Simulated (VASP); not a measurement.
# Ti3HSe3 in VASP: a series of runs, part 2 of 2

VASP 6.6.1.

## Step 3: Single point, LDA

Input file INCAR:

```
SYSTEM = Ti3HSe3
PREC = Accurate
ENCUT = 520
EDIFF = 1E-6
ISMEAR = -1
SIGMA = 0.05
LREAL = .FALSE.
LASPH = .TRUE.
NELM = 100
ALGO = Fast
ISIF = 2
LWAVE = .FALSE.
LCHARG = .TRUE.
GGA = CA
LELF = .TRUE.
LVHAR = .TRUE.
NBANDS = 68
```

Input file KPOINTS:

```
regular mesh
0
G
  2 2 1
  0 0 0
```

Input file POSCAR:

```
Ti3HSe3
1.0
    5.9394410000      0.0000000000      0.0000000000
   -2.9697210000      6.9790320000      0.0000000000
    0.0000000000      0.0000000000     16.5705590000
Ti Se H
6 6 2
Direct
    0.0000000000      0.0000000000      0.0603479943
    0.8105345750      0.5202583969      0.1190545231
    0.5379767521      0.0491902029      0.1535916803
    0.3169636416      0.5910275236      0.2072953604
    0.1629119022      0.1426415583      0.2102403425
    0.8606360632      0.6489152077      0.2771300594
    0.2158804371      0.7650917778      0.0854225859
    0.3937715441      0.2946683723      0.0756401760
    0.7449141769      0.8076764801      0.1708994850
    0.8894664321      0.3278534903      0.2267937974
    0.2977217319      0.8976603059      0.2799422759
    0.4062112107      0.4067612815      0.3229945351
    0.7236275159      0.8212027112      0.3288181165
    0.8408220906      0.8205865799      0.3575437618
```

Potentials or basis: VASP PAW LDA potentials, release 64 (Ti_sv, Se, H).

Run with:

```
> cat potpaw_LDA.64/Ti_sv/POTCAR potpaw_LDA.64/Se/POTCAR potpaw_LDA.64/H/POTCAR > POTCAR
> mpirun -np 1 vasp_std > vasp.out
```

OUTCAR:

```text
SYSTEM = Ti3HSe3
   PREC = Accurate
   ENCUT = 520
   EDIFF = 1E-6
   ISMEAR = -1
   LREAL = .FALSE.
   LASPH = .TRUE.
   NELM = 100
   ISIF = 2
   GGA = CA

 ion  position               nearest neighbor table
   1  0.000  0.000  0.060-   9 2.46   8 2.54   7 2.60   5 2.73
   2  0.811  0.520  0.119-   7 2.46  10 2.46   8 2.50   9 2.51   6 2.77
   3  0.538  0.049  0.154-   7 2.52  11 2.54   9 2.59  10 2.62   8 2.67   5 2.75
   4  0.317  0.591  0.207-   9 2.50  12 2.55  10 2.56   7 2.61  11 2.66
   5  0.163  0.143  0.210-  10 2.54  11 2.57   8 2.64  12 2.71   1 2.73   3 2.75   9 2.85
   6  0.861  0.649  0.277-  14 1.90   9 2.38  11 2.54  10 2.64  12 2.71   2 2.77
   7  0.216  0.765  0.085-   2 2.46   3 2.52   1 2.60   4 2.61
   8  0.394  0.295  0.076-   2 2.50   1 2.54   5 2.64   3 2.67
   9  0.745  0.808  0.171-   6 2.38   1 2.46   4 2.50   2 2.51   3 2.59   5 2.85
  10  0.889  0.328  0.227-   2 2.46   5 2.54   4 2.56   3 2.62   6 2.64
  11  0.298  0.898  0.280-   3 2.54   6 2.54   5 2.57   4 2.66
  12  0.406  0.407  0.323-   4 2.55   5 2.71   6 2.71
  13  0.724  0.821  0.329-  14 0.84
  14  0.841  0.821  0.358-  13 0.84   6 1.90

  LATTYP: Found a base centered orthorhombic cell.
 ALAT       =     5.9394410000
 B/A-ratio  =     2.3500635834
 C/A-ratio  =     2.7899189503

  Lattice vectors:

 A1 = (   2.9697210000,  -6.9790320000,   0.0000000000)
 A2 = (   2.9697200000,   6.9790320000,   0.0000000000)
 A3 = (   0.0000000000,   0.0000000000,  16.5705590000)

Analysis of symmetry for initial positions (statically):
=====================================================================
 Subroutine PRICEL returns:
 Original cell was already a primitive cell.

 Routine SETGRP: Setting up the symmetry group for a
 base centered orthorhombic supercell.

 Subroutine GETGRP returns: Found  1 space group operations
 (whereof  1 operations were pure point group operations)
 out of a pool of  8 trial point group operations.

The static configuration has the point symmetry C_1 .

Analysis of symmetry for dynamics (positions and initial velocities):
=====================================================================
 Subroutine PRICEL returns:
 Original cell was already a primitive cell.

 Routine SETGRP: Setting up the symmetry group for a
 base centered orthorhombic supercell.

 Subroutine GETGRP returns: Found  1 space group operations
 (whereof  1 operations were pure point group operations)
 out of a pool of  8 trial point group operations.

The dynamic configuration has the point symmetry C_1 .

 Subroutine INISYM returns: Found  1 space group operations
 (whereof  1 operations are pure point group operations),
 and found     1 'primitive' translations

----------------------------------------------------------------------------------------

                                     Primitive cell

  volume of cell :     686.8753

  direct lattice vectors                    reciprocal lattice vectors
     5.939441000  0.000000000  0.000000000     0.168366013  0.071643185  0.000000000
    -2.969721000  6.979032000  0.000000000     0.000000000  0.143286347  0.000000000
     0.000000000  0.000000000 16.570559000     0.000000000  0.000000000  0.060347994

[... 73 lines left out ...]
   ions per type =               6   6   2
   NGX,Y,Z   is equivalent  to a cutoff of  13.44, 12.27, 12.64 a.u.
   NGXF,Y,Z  is equivalent  to a cutoff of  26.87, 24.55, 25.28 a.u.
 SYSTEM =  Ti3HSe3
   PREC   = accura    normal or accurate (medium, high low for compatibility)
   ISTART =      0    job   : 0-new  1-cont  2-samecut
   ICHARG =      2    charge: 1-file 2-atom 10-const
   ISPIN  =      1    spin polarized calculation?
   LNONCOLLINEAR =      F non collinear calculations
   LSORBIT =      F    spin-orbit coupling
   LASPH  =      T    aspherical Exc in radial PAW
   ENCUT  =  520.0 eV  38.22 Ry    6.18 a.u.  11.04 14.10 30.81*2*pi/ulx,y,z
   NELM   =    100;   NELMIN=  2; NELMDL= -5     # of ELM steps
   EDIFF  = 0.1E-05   stopping-criterion for ELM
   LREAL  =      F    real-space projection
   EDIFFG = 0.1E-04   stopping-criterion for IOM
   NSW    =      0    number of steps for IOM
   IBRION =     -1    ionic relax: 0-MD 1-quasi-New 2-CG
   NFREE  =      0    steps in history (QN), initial steepest desc. (CG)
   ISIF   =      2    stress and relaxation
   ISYM   =      2    0-nonsym 1-usesym 2-fastsym
   POTIM  = 0.5000    time-step for ionic-motion
   TEBEG  =    0.0;   TEEND  =   0.0 temperature during run
   PSTRESS=    0.0 pullay stress
   NELECT =     110.0000    total number of electrons
   NUPDOWN=      -1.0000    fix difference up-down
   EMIN   =  10.00;   EMAX   =-10.00  energy-range for DOS
   EFERMI =   0.00;   METHOD = LEGACY
   ISMEAR =    -1;   SIGMA  =   0.05  broadening in eV -4-tet -1-fermi 0-gaus
   EFERMI_NEDOS =   21; number of points for ismear=-14 and -15
   IALGO  =     68    algorithm
   IMIX   =      4    mixing-type and parameters
     AMIX     =   0.40;   BMIX     =  1.00
     AMIX_MAG =   1.60;   BMIX_MAG =  1.00
  volume/ion in A,a.u.               =      49.06       331.09
  Fermi-wavevector in a.u.,A,eV,Ry     =   0.889023  1.680010 10.753531  0.790362
  Thomas-Fermi vector in A             =   2.010529
   LORBIT       =      0    0 simple, 1 ext, 2 COOP (PROOUT), +10 PAW based schemes
   GGA     = CA    functional components
   LHFCALC =     F    Hartree Fock is set to
   AEXX    =    0.0000 exact exchange contribution
   IVDW    =     0    specifies the selected vdW correction
   LEPSILON=     F    determine dielectric tensor
   LRPA    =     F    only Hartree local field effects (RPA)
 non-spin polarized calculation
 RMM-DIIS sequential band-by-band and
  energy-cutoff  :      520.00
  volume of cell :      686.88
 maximum number of plane-waves:     18518
 NGX is ok and might be reduce to    48
   NGX = 23   NGY = 29   NGZ = 61

 number of electron     109.9999991 magnetization

 Free energy of the ion-electron system (eV)
  ---------------------------------------------------
  ext. energy  EPLUGINS =         0.00000000
  ---------------------------------------------------
  free energy    TOTEN  =       -90.34010259 eV

  energy without entropy =      -90.23905897  energy(sigma->0) =      -90.28958078

 E-fermi :  -0.2377     XC(G=0):  -4.7077

 val. band max:       -0.2886449546   @ k =   0.0000   0.5000   0.0000
 cond. band min:      -0.2327903597   @ k =   0.5000  -0.0000   0.0000
 fundamental gap:      0.0558545950
 Fermi energy:        -0.2377266130

 k-point     1 :       0.0000    0.0000    0.0000
  band No.  band energies     occupation
      1     -56.9816      2.00000
      2     -56.8983      2.00000
      3     -56.7809      2.00000
      4     -56.7191      2.00000
      5     -56.7170      2.00000
      6     -56.6321      2.00000
[... 269 lines left out ...]
     66       1.0212      0.00000
     67       1.1447      0.00000
 [bands above 67 left out]

------------------------ aborting loop because EDIFF is reached ----------------------------------------

  FORCE on cell =-STRESS in cart. coord.  units (eV):
  Direction    XX          YY          ZZ          XY          YZ          ZX
  --------------------------------------------------------------------------------------
  -------------------------------------------------------------------------------------
  Total      -10.0202156    -14.5188367     -2.2174735     -1.3716001     -1.0547142     -1.5287839
  in kB      -23.3727453    -33.8660450     -5.1723880     -3.1993384     -2.4601832     -3.5659788
  external PRESSURE =     -20.8037261 kB  Pullay stress =       0.0000000 kB

 VOLUME and BASIS-vectors are now :
 -----------------------------------------------------------------------------
  energy-cutoff  :      520.00
  volume of cell :      686.88
      direct lattice vectors                 reciprocal lattice vectors
     5.939441000  0.000000000  0.000000000     0.168366013  0.071643185  0.000000000
    -2.969721000  6.979032000  0.000000000     0.000000000  0.143286347  0.000000000
     0.000000000  0.000000000 16.570559000     0.000000000  0.000000000  0.060347994

 POSITION                                       TOTAL-FORCE (eV/Angst)
 -----------------------------------------------------------------------------------
      0.00000      0.00000      1.00000         1.275287      0.177056      1.149872
      3.26910      3.63090      1.97280        -0.063313      0.177062      0.533973
      3.04920      0.34330      2.54510        -0.268957      0.090022     -0.572336
      0.12740      4.12480      3.43500        -0.659481      0.116248      0.505039
      0.54400      0.99550      3.48380        -0.334320      0.062969     -0.119354
      3.18460      4.52880      4.59220         0.073356     -1.705192      0.332961
     -0.98990      5.33960      1.41550         0.071135     -0.208153     -1.232075
      1.46370      2.05650      1.25340        -0.314339     -0.380781      0.404624
      2.02580      5.63680      2.83190         0.061563      0.864814     -0.531277
      4.30930      2.28810      3.75810        -0.439264      0.606260      0.172025
     -0.89750      6.26480      4.63880         0.173996     -0.409454      0.193479
      1.20470      2.83880      5.35220         0.465881      0.581474     -0.917540
      1.85920      5.73120      5.44870         0.388128     -0.137144      0.170274
      2.55710      5.72690      5.92470        -0.429669      0.164821     -0.089664
 -----------------------------------------------------------------------------------
    total drift:                                0.000852      0.000439      0.000954

  FREE ENERGIE OF THE ION-ELECTRON SYSTEM (eV)
  ---------------------------------------------------
  free  energy   TOTEN  =       -90.3401025858 eV

  energy  without entropy=      -90.2390589712  energy(sigma->0) =      -90.28958078
```

Run time: 15 min. Hardware: 1 thread of Intel Xeon 6975P-C (Granite Rapids), shared host; peak memory 0.58 GiB.

What came out:

```
Free energy            : -90.3401 eV
Largest force          : 1.739 eV/Å
Band gap on the k mesh : none (metal or under the smearing width)
```

Forces in eV/Å, atoms in the order of the input:
```
Ti   1.275  0.177  1.150
Ti  -0.063  0.177  0.534
Ti  -0.269  0.090 -0.572
Ti  -0.659  0.116  0.505
Ti  -0.334  0.063 -0.119
Ti   0.073 -1.705  0.333
Se   0.071 -0.208 -1.232
Se  -0.314 -0.381  0.405
Se   0.062  0.865 -0.531
Se  -0.439  0.606  0.172
Se   0.174 -0.409  0.193
Se   0.466  0.581 -0.918
H    0.388 -0.137  0.170
H   -0.430  0.165 -0.090
```

Caveat: the k mesh is coarse (spacing up to 0.57 Å⁻¹), so the values aren't converged.
